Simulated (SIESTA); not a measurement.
Crystal: HfN.

```xyz
2
Lattice="0.0000 2.4548 2.4548 2.4548 0.0000 2.4548 2.4548 2.4548 0.0000" Properties=species:S:1:pos:R:3 pbc="T T T"
Hf    0.0000    0.0000    0.0000
N     1.2274    1.2274    1.2274
```

The cell comes from a database or a generator and needn't be the stable form of this composition.

```yaml
Program: SIESTA 5.4.2
Task: single point
Functional: PBE
Potentials_or_basis: PseudoDojo 0.4 standard (PBE files)
Basis: DZP (energy shift 0.002 Ry)
Grid_cutoff: 800 Ry
Energy_shift: 0.002 Ry
k_mesh: 9 × 9 × 9
Occupations: fermi-dirac, width 0.05 eV
Spin: no spin polarisation
```

On this cell: pressure 2.6 GPa; largest force zero by symmetry; band gap on the k mesh none (metal or under the smearing width).

The same run follows on a disturbed copy (atoms moved at random, drawn with an rms of 0.05 Å):

```
Hf N
1.0
     0.00000    2.45482    2.45482
     2.45482    0.00000    2.45482
     2.45482    2.45482    0.00000
Hf N
1 1
Direct
  0.99847 0.99706 0.99660
  0.26378 0.24281 0.23936
```

**Question.** What changes?

**Answer.** The energy (extrapolated to zero smearing) moves by +6.4 meV/atom; pressure 2.8 GPa; largest force 0.588 eV/Å; band gap on the k mesh none (metal or under the smearing width).

Forces on the atoms (eV/Å):
```
Hf  -0.374  0.277  0.360
N    0.373 -0.277 -0.360
```

Stress tensor (GPa, compression positive):
```
 2.79 -1.76 -1.34
-1.76  2.79  1.83
-1.34  1.83  2.79
```

Caveats: semicore shells carry a single zeta, which can move pressures by several GPa and volumes by a few percent; the basis of atomic orbitals isn't converged, which shifts pressures, moduli and gaps.
